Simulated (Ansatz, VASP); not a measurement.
## Two plane-wave programs on NiO

INCAR

```
SYSTEM = NiO
PREC = Accurate ; ENCUT = 520
EDIFF = 1E-7 ; ISMEAR = 0
SIGMA = 0.05 ; LREAL = .False.
LASPH = .True. ; NELM = 150
ALGO = Normal ; ISIF = 2
LWAVE = .False. ; LCHARG = .False.
ISPIN = 2 ; MAGMOM = 2 -2 0 0
LORBIT = 11 ; LMAXMIX = 4
LDAU = .True. ; LDAUTYPE = 2
LDAUL = 2 -1 ; LDAUU = 8 0
LDAUJ = 0 0 ; LDAUPRINT = 1
GGA = CA ; NBANDS = 28
```

KPOINTS

```
regular mesh
0
Gamma
  8 8 8
  0 0 0
```

The input POSCAR:

```
NiO
1.0
    0.0000000000      2.0913095100      2.0913095100
    4.1826190200      2.0913095100      2.0913095100
    4.1826190200      4.1826190200      0.0000000000
Ni O
2 2
Direct
    0.0000000000      0.0000000000      0.0000000000
    0.0000000000      0.0000000000      0.5000000000
    0.5000000000      0.5000000000      0.0000000000
    0.5000000000      0.5000000000      0.5000000000
```

Input for Ansatz:

```yaml
crystal:
  lattice:
    - [0.0, 2.09130951, 2.09130951]
    - [4.18261902, 2.09130951, 2.09130951]
    - [4.18261902, 4.18261902, 0.0]
  atoms:
    - { symbol: Ni, position: [0.0, 0.0, 0.0], spin: 2.0 }
    - { symbol: O, position: [0.5, 0.5, 0.0] }
    - { symbol: Ni, position: [0.0, 0.0, 0.5], spin: -2.0 }
    - { symbol: O, position: [0.5, 0.5, 0.5] }
basis:
  ecutwfc: 420
  ecutrho_ratio: 4
kpoints:
  mp_grid: { grid: [8, 8, 8] }
hamiltonian:
  xc: lda
  hubbard:
    sites: [{ site: 0, l: d, u_eff: 8.0 }, { site: 2, l: d, u_eff: 8.0 }]
scf:
  occupations: { method: gaussian, width: 0.05 }
  lower_state_search: "off"
  max_iter: 150
output:
  forces: true
  stress: true
  eigenvalues: true
  populations: true
  hubbard: { sites: [{ site: 0, l: d }, { site: 2, l: d }] }
magnetization:
  spin_polarized: true
```

Alike in both runs: task single point; functional LDA; k mesh 8 × 8 × 8; occupations gaussian, width 0.05 eV; collinear spin; Hubbard terms Ni d U = 8.0 eV.

|  | VASP | Ansatz |
| --- | --- | --- |
| version | VASP 6.6.1 | Ansatz 0.2.0 |
| potentials or method | VASP PAW LDA potentials, release 64 (Ni, O) | scalar-relativistic, plane waves, PAW |
| plane-wave cutoff (eV) | 520 | 420 |
| valence electrons in the cell | 32 | 48 |

Ansatz gave:

```
gap on the k mesh at the Fermi level (eV)                     : 2.39
least direct gap on the mesh (eV)                             : 3.05
pressure (GPa)                                                : -4.2
largest component of the traceless stress (GPa)               : 0.06
net moment per atom (μB)                                      : 0.00
size of the moment on the site where the two differ most (μB) : 1.73
```

Estimate VASP's values.

gap on the k mesh at the Fermi level (eV): 2.86; least direct gap on the mesh (eV): 3.49; pressure (GPa): -19.6; largest component of the traceless stress (GPa): 0.02; net moment per atom (μB): 0.00; size of the moment on the site where the two differ most (μB): 1.86.

Site moments also hang on the region over which each program counts them. The programs project onto different local orbitals, so the same U acts differently. The two sets of potentials don't hold the same shells in valence.

A k mesh can miss the band edges. The state reached can hang on the start; a lower one may exist.
